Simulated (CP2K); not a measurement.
Runs of CP2K 2026.2 on Pd. The structure is cubic, space group Fm-3m (No. 225). Conventional cell: a = 3.893 Å, b = 3.893 Å, c = 3.893 Å, α = 90.00°, β = 90.00°, γ = 90.00°. Around Pd (site symmetry m-3m) lie 12 Pd at 2.75 Å. 

```csv
task,level,potentials or basis,smearing,EPS_DEFAULT,NGRIDS,basis sets,potentials,CUTOFF of the grids,gap on the mesh (eV),pressure (GPa),V0 of scaled cells (Å³/atom),B0 (GPa)
single point,PBE,POTENTIAL_UZH Pd GTH-PBE-q18; TZVP-MOLOPT-PBE-GTH basis,fermi-dirac 0.05 eV,1.0E-10,4,Pd TZVP-MOLOPT-PBE-GTH-q18,Pd GTH-PBE-q18 of POTENTIAL_UZH,500 Ry,none,(b),-,-
band structure,PBEsol,POTENTIAL_UZH Pd GTH-PBE-q18; TZVP-MOLOPT-PBE-GTH basis,fermi-dirac 0.01 eV,1.0E-9,5,Pd TZVP-MOLOPT-PBE-GTH-q18,Pd GTH-PBE-q18 of POTENTIAL_UZH,500 Ry,none,(a),-,-
equation of state,RPBE+D3,POTENTIAL_UZH Pd GTH-PBE-q18; TZVP-MOLOPT-PBE-GTH basis,fermi-dirac 0.0259 eV,1.0E-10,5,Pd TZVP-MOLOPT-PBE-GTH-q18,Pd GTH-PBE-q18 of POTENTIAL_UZH,500 Ry,-,-,15.19,155
band structure,TB-mBJ,POTENTIAL_UZH Pd GTH-PBE-q18; TZVP-MOLOPT-PBE-GTH basis,fermi-dirac 0.1 eV,1.0E-9,4,Pd TZVP-MOLOPT-PBE-GTH-q18,Pd GTH-PBE-q18 of POTENTIAL_UZH,750 Ry,none,-,-,-
equation of state,PBEsol,POTENTIAL_UZH Pd GTH-PBE-q18; TZVP-MOLOPT-PBE-GTH basis,fermi-dirac 0.05 eV,1.0E-9,5,Pd TZVP-MOLOPT-PBE-GTH-q18,Pd GTH-PBE-q18 of POTENTIAL_UZH,500 Ry,-,-,14.68,207
band structure,PBE,POTENTIAL_UZH Pd GTH-PBE-q18; TZVP-MOLOPT-PBE-GTH basis,fermi-dirac 0.1 eV,1.0E-10,5,Pd TZVP-MOLOPT-PBE-GTH-q18,Pd GTH-PBE-q18 of POTENTIAL_UZH,500 Ry,none,(c),-,-
band structure,r2SCAN,POTENTIAL_UZH Pd GTH-SCAN-q18; TZVP-MOLOPT-SCAN-GTH basis,fermi-dirac 0.05 eV,1.0E-9,4,Pd TZVP-MOLOPT-SCAN-GTH-q18,Pd GTH-SCAN-q18 of POTENTIAL_UZH,675 Ry,none,8.7,-,-
band structure,LDA,GTH_POTENTIALS Pd GTH-PADE-q18; TZVP-MOLOPT-PBE-GTH basis,fermi-dirac 0.0259 eV,1.0E-10,5,Pd TZVP-MOLOPT-PBE-GTH-q18,Pd GTH-PADE-q18 of GTH_POTENTIALS,500 Ry,none,(d),-,-
band structure,PBE,POTENTIAL_UZH Pd GTH-PBE-q18; TZVP-MOLOPT-PBE-GTH basis,fermi-dirac 0.0259 eV,1.0E-10,4,Pd TZVP-MOLOPT-PBE-GTH-q18,Pd GTH-PBE-q18 of POTENTIAL_UZH,500 Ry,none,8.8,-,-
equation of state,PBE,POTENTIAL_UZH Pd GTH-PBE-q18; TZVP-MOLOPT-PBE-GTH basis,fermi-dirac 0.05 eV,1.0E-10,4,Pd TZVP-MOLOPT-PBE-GTH-q18,Pd GTH-PBE-q18 of POTENTIAL_UZH,500 Ry,-,-,15.46,167
```

Alike in all rows: no spin polarisation; cell as given; k mesh 12 × 12 × 12.

Problem. Estimate the missing entries.

Solution. (a) -1.1; (b) 9.0; (c) 9.3; (d) -12.7.

Caveats: the basis of atomic orbitals isn't converged, which shifts pressures, moduli and gaps; the potentials were made for another functional, which shifts forces and pressure (some runs); this is a model potential without an energy functional, so only levels have meaning (some runs).

A k mesh can miss the band edges, and the runs leave out spin-orbit coupling on Pd.

A gap of «none» marks a metal or a gap under the smearing width.

Not every run made on this cell is shown here.
